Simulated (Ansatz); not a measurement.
MoP under changes of volume

One of the cells (14.353 Å³/atom); the others are scaled copies at fixed shape and fractional positions:

```
Mo P
1.0
     3.22300    0.00000    0.00000
    -1.61150    2.79120    0.00000
     0.00000    0.00000    3.19100
Mo P
1 1
Direct
  0.00000 0.00000 0.00000
  0.33333 0.66667 0.50000
```

```yaml
Program: Ansatz 0.2.0
Functional: HF
Potentials_or_basis: Ansatz PAW
Cutoff: "420 eV (not typed: the program's choice for these potentials)"
k_mesh: 5 × 5 × 4
Occupations: fermi-dirac, width 0.05 eV
Spin: no spin polarisation
```

```tsv
volume (Å³/atom)	energy over the lowest point (meV/atom)	pressure (GPa)
13.492	?	?
13.779	17.33	11.0
14.066	3.35	4.7
14.353	0.00	-0.9
14.640	6.24	-6.0
14.927	21.11	-10.6
15.214	43.76	-14.7
```

Task: What does the run at 13.492 Å³/atom give?

Result: Energy over the lowest point 43.11 meV/atom; pressure 17.9 GPa.

Worked out: A Birch-Murnaghan fit of order 3 (a polynomial in V^(-2/3)) to the other rows has its minimum at 14.30 Å³/atom with B0 = V·E''(V) = 271 GPa and B' = 4.2 at fixed shape and positions, which overstates the stiffness. It gives 43.13 meV/atom at 13.492 Å³/atom, against the run's 43.11, and -dE/dV = 17.9 GPa, against 17.9.

Energies are extrapolated to zero smearing.

Caveats: all runs use coarse meshes; the PAW data sets come from PBE, with cores solved anew for the run's functional, which leaves a small shift of forces and pressure; the thresholds are loose for stress.
